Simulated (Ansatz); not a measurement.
The parent structure is GeTe (space group R3m, No. 160; a = 4.187 Å, c = 11.060 Å (hexagonal axes); layered).

Calculations: r2SCAN (Ansatz, a quantum-chemistry and plane-wave program), spin-orbit coupling left out.

Before the change:

| Quantity | Result |
|---|---|
| Pressure | 0.00 GPa |

It is then changed as follows: every lattice vector is shortened by 1.38 %, atoms relaxed at fixed cell.

### Question
What does the calculation give for the largest internal atomic displacement after the change?

### Answer
The largest internal atomic displacement amounts to 0.020 Å.

### Question
What happens to the pressure?

### Answer
The pressure (mean of the normal stresses, compression positive) goes from zero to 1.67 GPa.

### Question
Estimate the effect on the energy relative to the base.

### Answer
The energy increases by 5.7 meV/atom.

The cells carry an imposed strain or load. No phonon test of stability was made. No dispersion term is included, though the crystal is made of layers, chains or molecules, so its spacings can come out too wide.
